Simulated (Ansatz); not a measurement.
# Na$_{2}$S

```
CELL_PARAMETERS angstrom
0.00000 3.26300 3.26300
3.26300 0.00000 3.26300
3.26300 3.26300 0.00000
ATOMIC_POSITIONS crystal
Na 0.25000 0.25000 0.25000
Na 0.75000 0.75000 0.75000
S 0.00000 0.00000 0.00000
```

Atoms are numbered in the order listed.

The cell is COD entry 1011374, as deposited and not checked against the literature; nothing was relaxed.

Levels of theory: DFT, PBEsol, all-electron LAPW, scalar-relativistic (Ansatz 0.2.0); DFT, PBEsol, PAW with Ansatz's default frozen-core files, scalar-relativistic (Ansatz 0.2.0).

For LAPW: a Γ-centred 8×8×8 k mesh, Fermi–Dirac smearing of 0.02 eV, basis error target 1 meV/atom, no spin polarisation. PAW takes a cutoff of 420 eV at this cell (files made with PBE, cores remade for this functional). The Ansatz runs share mesh, smearing and spin set-up. Values come from LAPW unless marked.

- Pressure at this cell: -0.32 GPa
- Band gap: 2.39 eV, direct at Γ
- Löwdin charges (with 0.09 e of the cell spilling out of the atomic basis, so their sizes and signs hang on that basis): Na1 0.62, S3 -1.15 e
- Bader charges (from the PAW run): Na1 +0.81, S3 -1.61 e
- Volume per atom: 156.3 bohr³
